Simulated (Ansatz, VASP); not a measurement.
**SiNi3 in VASP and in Ansatz**

```
Si Ni
1.0
     3.51740    0.00000    0.00000
     0.00000    3.51740    0.00000
     0.00000    0.00000    3.51740
Si Ni
1 3
Cartesian
  0.0000 0.0000 0.0000
  0.0000 1.7587 1.7587
  1.7587 0.0000 1.7587
  1.7587 1.7587 0.0000
```

Alike in both runs: functional PBE; k mesh 12 × 12 × 12; occupations gaussian, width 0.1 eV; no spin polarisation.

Ansatz relaxed the structure, and its values are those at the end. VASP's run is a single point on that final structure, the one shown.

|  | VASP | Ansatz |
| --- | --- | --- |
| version | VASP 6.6.1 | Ansatz 0.2.0 |
| potentials or method | VASP PAW PBE potentials, release 64 (Si, Ni) | scalar-relativistic, plane waves, PAW |
| plane-wave cutoff (eV) | 520 | 420 |
| valence electrons in the cell | 34 | 58 |

```csv
,VASP,Ansatz,Ansatz less VASP
gap on the k mesh at the Fermi level (eV),none,none,-
pressure (GPa),-2.0,-2.0,-0.02
```

A gap of «none» marks a metal or a gap that the smearing closes. With one functional, cell and mesh, what is left measures potentials, basis and numerics. The two sets of potentials don't hold the same shells in valence.

Spin polarisation is off, so any magnetic state and its effect on volume and gap are missing.
